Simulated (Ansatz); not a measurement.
## CuO: how the energy converges with the cutoff

CuO, C2/c, a = 4.100 Å, b = 4.045 Å, c = 5.176 Å, β = 90.3°. Ansatz: r2SCAN, PAW, cutoff varied, Γ-centred 14×14×8 mesh on 4 atoms, Gaussian smearing 0.10 eV; collinear spin, largest moment 0.6 μB, opposite moments cancel in the cell. Single points at one geometry, the cutoff alone changed; ΔE is the energy at zero smearing over the run at 500 eV. The runs at 150, 200 eV ended in another magnetic state and are left out. The runs up to 380 eV lie under the cutoff recommended for these PAW datasets.

```tsv
cutoff (eV)	ΔE (meV/atom)
250	2035.55
300	333.05
350	48.04
380	?
```

Task: Assume ΔE falls exponentially with the cutoff, fit y = ln ΔE against x, the cutoff in eV, to the other rows, and predict the missing value.

Result: y = 7.619, 5.808, 3.872. Means x = 300.0, y = 5.7663; Σ(Δx)² = 5000, ΣΔxΔy = -187.3; the slope is their ratio. y = 17.01 − 0.03747 x, a factor of ten per 61 eV. At 380 eV this gives ΔE = 15.98 meV/atom. The run gave 15.82, a ratio of 1.01. The decay is steady over these rows.